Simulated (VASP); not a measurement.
## BeTe: the relaxed cell at several levels of theory

Aim: relax BeTe at several levels of theory and compare the cells. The starting structure is a computed structure from the Materials Project. The first relaxation on each setting starts from this cell expanded by 3 % in volume.

Calculated with VASP 6.6.1; Kohn-Sham DFT with plane waves and PAW; PBEsol, LDA, PBE, PBEsol + D3(BJ), r2SCAN, r2SCAN + rVV10, optB86b-vdW and PBE + D3(BJ).

## 1. The structure

The structure is cubic, space group F-43m (No. 216). The conventional cell has a = 5.663 Å, b = 5.663 Å, c = 5.663 Å, α = 90.00°, β = 90.00°, γ = 90.00°. Nearest to Te lie 4 Be at 2.45 Å. Nearest to Be lie 4 Te at 2.45 Å. Farther neighbours and most contacts between anions are not listed.

## 2. Relaxation with PBEsol

PBEsol restores the gradient expansion of exchange and is tuned for the cells of solids. This run starts from the cell of an earlier relaxation, which isn't shown; the restart sets up the plane waves anew.

The input, INCAR:

```
SYSTEM = BeTe
PREC = Accurate
ENCUT = 450
EDIFF = 1E-06
NELM = 100
ISMEAR = 0
SIGMA = 0.03
LREAL = .FALSE.
ALGO = Normal
GGA = PS
NBANDS = 10
LORBIT = 11
LWAVE = .FALSE.
LCHARG = .FALSE.
KPAR = 2
IBRION = 2
NSW = 50
ISIF = 3
EDIFFG = -0.004
```

The input, POSCAR:

```
BeTe
1.0
    0.0000000000      2.8067884888      2.8067884888
    2.8067884888      0.0000000000      2.8067884888
    2.8067884888      2.8067884888      0.0000000000
Te Be
1 1
Direct
    0.2500000000      0.2500000000      0.2500000000
    0.0000000000      0.0000000000      0.0000000000
```

The input, KPOINTS:

```
Automatic mesh
0
Gamma
6 6 6
0 0 0
```

The projector-augmented-wave data sets are Te and Be (PBE family, release 64).

Launch:

```console
mpirun -np 2 vasp_std
```

Log:

```text
[banner, memory and clock lines left out]
running    2 mpi-ranks, on    1 nodes
 distrk:  each k-point on    1 cores,    2 groups
 distr:  one band on    1 cores,    1 groups

 POSCAR found type information on POSCAR TeBe
 POSCAR found :  2 types and       2 ions
|                                                                             |
|               ----> ADVICE to this user running VASP <----                  |
|                                                                             |
|     You enforced a specific xc type in the INCAR file but a different       |
|     [... a line on the potential file left out ...]
|     I HOPE YOU KNOW WHAT YOU ARE DOING!                                     |
|                                                                             |

 LDA part: xc-table for (Slater+PW92), standard interpolation
 POSCAR, INCAR and KPOINTS ok, starting setup
 FFT: planning ... GRIDC
 FFT: planning ... GRID_SOFT
 FFT: planning ... GRID
 WAVECAR not read
 entering main loop
       N       E                     dE             d eps       ncg     rms          rms(c)
DAV:   1     0.164836289986E+02    0.16484E+02   -0.29526E+03   320   0.555E+02
DAV:   2    -0.747087754555E+01   -0.23955E+02   -0.22806E+02   430   0.881E+01
DAV:   3    -0.834340029157E+01   -0.87252E+00   -0.87139E+00   422   0.193E+01
DAV:   4    -0.835192048545E+01   -0.85202E-02   -0.85196E-02   384   0.218E+00
DAV:   5    -0.835209739939E+01   -0.17691E-03   -0.17691E-03   428   0.280E-01    0.399E+00
DAV:   6    -0.824577922649E+01    0.10632E+00   -0.10295E-01   364   0.135E+00    0.239E+00
DAV:   7    -0.820832905620E+01    0.37450E-01   -0.10091E-01   366   0.145E+00    0.414E-01
DAV:   8    -0.820839147177E+01   -0.62416E-04   -0.48702E-03   364   0.426E-01    0.855E-02
DAV:   9    -0.820849842807E+01   -0.10696E-03   -0.18234E-04   392   0.906E-02    0.233E-02
DAV:  10    -0.820851288475E+01   -0.14457E-04   -0.30421E-05   372   0.278E-02    0.116E-02
DAV:  11    -0.820851351076E+01   -0.62601E-06   -0.82659E-07   378   0.617E-03
   1 F= -.82085135E+01 E0= -.82085135E+01  d E =-.820851E+01
 curvature:   0.00 expect dE= 0.000E+00 dE for cont linesearch  0.000E+00
 trial: gam= 0.00000 g(F)=  0.148E-47 g(S)=  0.196E-05 ort = 0.000E+00 (trialstep = 0.100E+01)
 search vector abs. value=  0.196E-05
 reached required accuracy - stopping structural energy minimisation
```

Elapsed: 4 s, on 2 MPI ranks of AMD EPYC 7R43, shared host; peak memory 0.24 GiB.

Lines that name or quote the potential files are left out of all logs, and their timing lines are given in words.

Parts of OUTCAR (step 2):

```text
ion  position               nearest neighbor table
   1  0.250  0.250  0.250-   2 2.43   2 2.43   2 2.43   2 2.43
   2  0.000  0.000  0.000-   1 2.43   1 2.43   1 2.43   1 2.43

  LATTYP: Found a face centered cubic cell.
 ALAT       =     5.6135769776

 Subroutine GETGRP returns: Found 24 space group operations
 (whereof 24 operations were pure point group operations)

The static configuration has the point symmetry T_d .

 Found     16 irreducible k-points:

   k-points           NKPTS =     16   k-points in BZ     NKDIM =     16   number of bands    NBANDS=     10

   dimension x,y,z NGX =    28 NGY =   28 NGZ =   28
   dimension x,y,z NGXF=    56 NGYF=   56 NGZF=   56

   ENCUT  =  450.0 eV  33.07 Ry    5.75 a.u.   6.87  6.87  6.87*2*pi/ulx,y,z

   NELECT =       8.0000    total number of electrons

 k-points in reciprocal lattice and weights: Automatic mesh
   0.00000000  0.00000000  0.00000000       0.005
   0.16666667  0.00000000  0.00000000       0.037
   0.33333333  0.00000000  0.00000000       0.037
   0.50000000  0.00000000  0.00000000       0.019
   0.16666667  0.16666667  0.00000000       0.028
   0.33333333  0.16666667  0.00000000       0.111
   0.50000000  0.16666667  0.00000000       0.111
  -0.33333333  0.16666667  0.00000000       0.111
  -0.16666667  0.16666667  0.00000000       0.056
[...]
-0.33333333  0.33333333  0.16666667       0.111
  -0.33333333  0.50000000  0.16666667       0.056

 average (electrostatic) potential at core
       1 -88.5125       2 -34.7890

 E-fermi :   5.2525

 k-point     1 :       0.0000    0.0000    0.0000
  band No.  band energies     occupation
      1      -7.2820      2.00000
      2       5.1163      2.00000
      3       5.1163      2.00000
      4       5.1163      2.00000
      5       8.7043      0.00000
      6       8.7043      0.00000
      7       8.7043      0.00000
      8       8.9175      0.00000
      9      13.3195      0.00000
    ...

 k-point     2 :       0.1667    0.0000    0.0000
  band No.  band energies     occupation
      1      -7.0187      2.00000
      2       3.0841      2.00000
      3       4.7294      2.00000
      4       4.7294      2.00000
      5       8.5568      0.00000
      6       9.2541      0.00000
      7       9.2541      0.00000
      8      10.9087      0.00000
      9      13.9300      0.00000
    ...

 k-point     3 :       0.3333    0.0000    0.0000
  band No.  band energies     occupation
      1      -6.3583      2.00000
      2       0.5831      2.00000
      3       4.1803      2.00000
      4       4.1803      2.00000
      5       8.2814      0.00000
      6       9.7033      0.00000
      7       9.7033      0.00000
      8      12.7942      0.00000
      9      14.3978      0.00000
    ...

  Total        0.0052108      0.0052108      0.0052108     -0.0000000      0.0000000     -0.0000000
  in kB        0.1887787      0.1887787      0.1887787     -0.0000000      0.0000000     -0.0000000
  external PRESSURE =       0.1887787 kB  Pullay stress =       0.0000000 kB

  energy-cutoff  :      450.00
  volume of cell :       44.22
      direct lattice vectors                 reciprocal lattice vectors
     0.000000000  2.806788489  2.806788489    -0.178139536  0.178139536  0.178139536
     2.806788489  0.000000000  2.806788489     0.178139536 -0.178139536  0.178139536
     2.806788489  2.806788489  0.000000000     0.178139536  0.178139536 -0.178139536

 POSITION                                       TOTAL-FORCE (eV/Angst)
 -----------------------------------------------------------------------------------
      1.40339      1.40339      1.40339         0.000000      0.000000      0.000000
      0.00000      0.00000      0.00000        -0.000000     -0.000000     -0.000000
 -----------------------------------------------------------------------------------
    total drift:                                0.000000      0.000000      0.000000

  FREE ENERGIE OF THE ION-ELECTRON SYSTEM (eV)
  ---------------------------------------------------
  free  energy   TOTEN  =        -8.2085135108 eV

  energy  without entropy=       -8.2085135108  energy(sigma->0) =       -8.20851351

 reached required accuracy - stopping structural energy minimisation

 total charge
# of ion       s       p       d       tot
------------------------------------------
    1        1.332   2.143   0.033   3.509
    2        0.372   0.579   0.000   0.951
--------------------------------------------------
tot          1.705   2.722   0.033   4.460

[... 3 further parts left out ...]
```

The PAW data sets were made with PBE, which is usual practice but a small mismatch for other functionals. The run keeps the 24 symmetry operations of its start, so it cannot find a distortion of lower symmetry.

With PBEsol the relaxed cell holds 22.112 Å³ an atom, -2.59 % against the starting cell, with a = 5.614 Å.

## 3. Relaxation with LDA

LDA, the lowest rung, knows the local density alone. This run starts from the cell of an earlier relaxation, which isn't shown; the restart sets up the plane waves anew.

Edit INCAR of step 2 so:

```diff
@@ -9,3 +9,3 @@
 ALGO = Normal
-GGA = PS
+GGA = CA
 NBANDS = 10
```

The input, POSCAR:

```
BeTe
1.0
    0.0000000000      2.7816002264      2.7816002264
    2.7816002264      0.0000000000      2.7816002264
    2.7816002264      2.7816002264      0.0000000000
Te Be
1 1
Direct
    0.2500000000      0.2500000000      0.2500000000
    0.0000000000      0.0000000000      0.0000000000
```

KPOINTS is that of step 2.

The projector-augmented-wave data sets are Te and Be (LDA family, release 64).

Launch:

```console
mpirun -np 2 vasp_std
```

Log:

```text
[banner, memory and clock lines left out]
running    2 mpi-ranks, on    1 nodes
[...]
LDA part: xc-table for (Slater(with rela. corr.)+CA(PZ))
 , standard interpolation
 POSCAR, INCAR and KPOINTS ok, starting setup
[...]
entering main loop
       N       E                     dE             d eps       ncg     rms          rms(c)
DAV:   1     0.146815811511E+02    0.14682E+02   -0.30349E+03   320   0.576E+02
DAV:   2    -0.817370786639E+01   -0.22855E+02   -0.22491E+02   448   0.868E+01
DAV:   3    -0.892539927533E+01   -0.75169E+00   -0.75096E+00   384   0.175E+01
DAV:   4    -0.893348626445E+01   -0.80870E-02   -0.80865E-02   394   0.214E+00
[...]
DAV:   9    -0.872012637941E+01   -0.55718E-04   -0.20088E-04   378   0.969E-02    0.373E-02
DAV:  10    -0.872012972732E+01   -0.33479E-05   -0.23802E-05   360   0.236E-02    0.144E-02
DAV:  11    -0.872012965858E+01    0.68734E-07   -0.74614E-07   270   0.563E-03
   1 F= -.87201297E+01 E0= -.87201297E+01  d E =-.872013E+01
[...]
reached required accuracy - stopping structural energy minimisation
```

It took 3.6 s on 2 MPI ranks; peak memory 0.21 GiB.

OUTCAR, selected parts (step 3):

```text
  Total        0.0046084      0.0046084      0.0046084      0.0000000      0.0000000     -0.0000000
  in kB        0.1715329      0.1715329      0.1715329      0.0000000      0.0000000     -0.0000000
  external PRESSURE =       0.1715329 kB  Pullay stress =       0.0000000 kB

 POSITION                                       TOTAL-FORCE (eV/Angst)
 -----------------------------------------------------------------------------------
      1.39080      1.39080      1.39080         0.000000      0.000000      0.000000
      0.00000      0.00000      0.00000        -0.000000     -0.000000     -0.000000
 -----------------------------------------------------------------------------------
    total drift:                                0.000000      0.000000      0.000000

  FREE ENERGIE OF THE ION-ELECTRON SYSTEM (eV)
  ---------------------------------------------------
  free  energy   TOTEN  =        -8.7201296586 eV

  energy  without entropy=       -8.7201296586  energy(sigma->0) =       -8.72012966

[... 2 parts as in an earlier step ...]

[... 2 further parts left out ...]
[key lines of the parts left out:]
E-fermi :   5.5437
```

With LDA the relaxed cell holds 21.522 Å³ an atom, -5.19 % against the starting cell, with a = 5.563 Å. That is -2.67 % from PBEsol.

## 4. Relaxation with PBE

PBE, the usual starting point, adds the gradient of the density.

Edit INCAR of step 3 so:

```diff
@@ -9,3 +9,3 @@
 ALGO = Normal
-GGA = CA
+GGA = PE
 NBANDS = 10
```

The input, POSCAR:

```
BeTe
1.0
    0.0000000000      2.8594948563      2.8594948563
    2.8594948563      0.0000000000      2.8594948563
    2.8594948563      2.8594948563      0.0000000000
Te Be
1 1
Direct
    0.2500000000      0.2500000000      0.2500000000
    0.0000000000      0.0000000000      0.0000000000
```

KPOINTS is that of step 3.

PAW data sets: Te and Be (PBE family, release 64).

Launch:

```console
mpirun -np 2 vasp_std
```

Log:

```text
[banner, memory and clock lines left out]
running    2 mpi-ranks, on    1 nodes
[...]
LDA part: xc-table for (Slater+PW92), standard interpolation
 POSCAR, INCAR and KPOINTS ok, starting setup
[...]
entering main loop
       N       E                     dE             d eps       ncg     rms          rms(c)
DAV:   1     0.170969642378E+02    0.17097E+02   -0.31085E+03   320   0.572E+02
DAV:   2    -0.669146180559E+01   -0.23788E+02   -0.22942E+02   448   0.887E+01
DAV:   3    -0.770302302012E+01   -0.10116E+01   -0.10094E+01   408   0.196E+01
DAV:   4    -0.771361630665E+01   -0.10593E-01   -0.10593E-01   424   0.231E+00
[...]
DAV:  11    -0.761242558007E+01   -0.42197E-05   -0.37770E-06   400   0.122E-02    0.653E-03
DAV:  12    -0.761242705250E+01   -0.14724E-05   -0.30194E-06   354   0.104E-02    0.235E-03
DAV:  13    -0.761242708002E+01   -0.27515E-07   -0.18314E-08   230   0.104E-03
   1 F= -.76124271E+01 E0= -.76124271E+01  d E =-.761243E+01
[...]
DAV:   5    -0.761767165495E+01    0.84505E-04   -0.19518E-04   372   0.676E-02    0.203E-02
DAV:   6    -0.761766903751E+01    0.26174E-05   -0.12335E-05   350   0.182E-02    0.113E-02
DAV:   7    -0.761766917425E+01   -0.13675E-06   -0.92005E-07   372   0.634E-03
   2 F= -.76176692E+01 E0= -.76176692E+01  d E =-.524209E-02
 trial-energy change:   -0.005242  1 .order   -0.005130   -0.011945    0.001686
 step:   0.8815(harm=  0.8763)  dis= 0.00000  next Energy=    -7.617769 (dE=-0.534E-02)
[...]
N       E                     dE             d eps       ncg     rms          rms(c)
DAV:   1    -0.761802279763E+01   -0.35376E-03   -0.47269E-03   340   0.296E-01    0.750E-02
DAV:   2    -0.761782391416E+01    0.19888E-03   -0.42955E-04   338   0.101E-01    0.404E-02
DAV:   3    -0.761777454578E+01    0.49368E-04   -0.19429E-04   346   0.585E-02    0.172E-02
DAV:   4    -0.761777190481E+01    0.26410E-05   -0.54360E-06   346   0.146E-02    0.155E-02
DAV:   5    -0.761777004428E+01    0.18605E-05   -0.26030E-06   324   0.780E-03    0.240E-03
DAV:   6    -0.761777012769E+01   -0.83403E-07   -0.17166E-07   170   0.222E-03
   3 F= -.76177701E+01 E0= -.76177701E+01  d E =-.534305E-02
[...]
reached required accuracy - stopping structural energy minimisation
```

It took 9 s on 2 MPI ranks; peak memory 0.25 GiB.

OUTCAR, selected parts (step 4):

```text
  Total        0.0014316      0.0014316      0.0014316     -0.0000000     -0.0000000     -0.0000000
  in kB        0.0503447      0.0503447      0.0503447     -0.0000000     -0.0000000     -0.0000000
  external PRESSURE =       0.0503447 kB  Pullay stress =       0.0000000 kB

 POSITION                                       TOTAL-FORCE (eV/Angst)
 -----------------------------------------------------------------------------------
      1.41740      1.41740      1.41740        -0.000000      0.000000     -0.000000
      0.00000      0.00000      0.00000         0.000000     -0.000000      0.000000
 -----------------------------------------------------------------------------------
    total drift:                                0.000000      0.000000      0.000000

  FREE ENERGIE OF THE ION-ELECTRON SYSTEM (eV)
  ---------------------------------------------------
  free  energy   TOTEN  =        -7.6177701277 eV

  energy  without entropy=       -7.6177701277  energy(sigma->0) =       -7.61777013

[... 2 parts as in an earlier step ...]

[... 2 further parts left out ...]
[key lines of the parts left out:]
E-fermi :   5.0205
```

With PBE the relaxed cell holds 22.781 Å³ an atom, +0.35 % against the starting cell, with a = 5.670 Å. That is +3.02 % from PBEsol.

## 5. Relaxation with PBEsol + D3(BJ)

D3 with Becke-Johnson damping keeps a finite attraction at short range. This run starts from the cell of an earlier relaxation, which isn't shown; the restart sets up the plane waves anew.

Edit INCAR of step 4 so:

```diff
@@ -9,3 +9,4 @@
 ALGO = Normal
-GGA = PE
+GGA = PS
+IVDW = 12
 NBANDS = 10
```

The input, POSCAR:

```
BeTe
1.0
    0.0000000000      2.7725967989      2.7725967989
    2.7725967989      0.0000000000      2.7725967989
    2.7725967989      2.7725967989      0.0000000000
Te Be
1 1
Direct
    0.2500000000      0.2500000000      0.2500000000
    0.0000000000      0.0000000000      0.0000000000
```

KPOINTS is that of step 4.

Launch:

```console
mpirun -np 2 vasp_std
```

Log:

```text
[banner, memory and clock lines left out]
running    2 mpi-ranks, on    1 nodes
[...]
[... a notice as in an earlier step ...]

 LDA part: xc-table for (Slater+PW92), standard interpolation
 POSCAR, INCAR and KPOINTS ok, starting setup
[...]
entering main loop
       N       E                     dE             d eps       ncg     rms          rms(c)
DAV:   1     0.154124453633E+02    0.15412E+02   -0.29565E+03   320   0.562E+02
DAV:   2    -0.755063069351E+01   -0.22963E+02   -0.21780E+02   436   0.909E+01
DAV:   3    -0.836307079965E+01   -0.81244E+00   -0.81155E+00   430   0.184E+01
DAV:   4    -0.836867926017E+01   -0.56085E-02   -0.56080E-02   394   0.172E+00
[...]
DAV:   9    -0.819681818446E+01   -0.10585E-03   -0.20853E-04   380   0.968E-02    0.278E-02
DAV:  10    -0.819683319930E+01   -0.15015E-04   -0.33289E-05   378   0.293E-02    0.123E-02
DAV:  11    -0.819683370115E+01   -0.50186E-06   -0.90984E-07   378   0.645E-03
   1 F= -.88306793E+01 E0= -.88306793E+01  d E =-.883068E+01
[...]
reached required accuracy - stopping structural energy minimisation
```

Run time: 4.2 s. Hardware: 2 MPI ranks; peak memory 0.26 GiB; 7.3 s of CPU time.

OUTCAR, selected parts (step 5):

```text
 Edisp (eV)   -0.63385

  Total       0.00593     0.00593     0.00593     0.00000     0.00000    -0.00000
  in kB       0.22276     0.22276     0.22276     0.00000     0.00000    -0.00000
  external pressure =        0.22 kB  Pullay stress =        0.00 kB

 POSITION                                       TOTAL-FORCE (eV/Angst)
 -----------------------------------------------------------------------------------
      1.38630      1.38630      1.38630         0.000000      0.000000      0.000000
      0.00000      0.00000      0.00000        -0.000000     -0.000000     -0.000000
 -----------------------------------------------------------------------------------
    total drift:                                0.000000      0.000000      0.000000

  FREE ENERGIE OF THE ION-ELECTRON SYSTEM (eV)
  ---------------------------------------------------
  free  energy   TOTEN  =        -8.8306792568 eV

  energy  without entropy=       -8.8306792568  energy(sigma->0) =       -8.83067926

[... 2 parts as in an earlier step ...]

[... 2 further parts left out ...]
[key lines of the parts left out:]
E-fermi :   5.6798
```

With PBEsol + D3(BJ) the relaxed cell holds 21.314 Å³ an atom, -6.11 % against the starting cell, with a = 5.545 Å. That is -3.61 % from PBEsol.

(Part 1 of 2 ends here.)

[Lines on the potential files, build, host, timing and source positions are cut from VASP's logs without a mark.]

[Logs are printed without paths, hosts, clocks, repeated set-up lines and the standing remarks that a program may print on its own settings, such as how far it seeks lower states.]

[Hosts, paths, dates, database ids (printed as entryN), source tags and the programs' standing remarks are cut or masked in the printed files.]
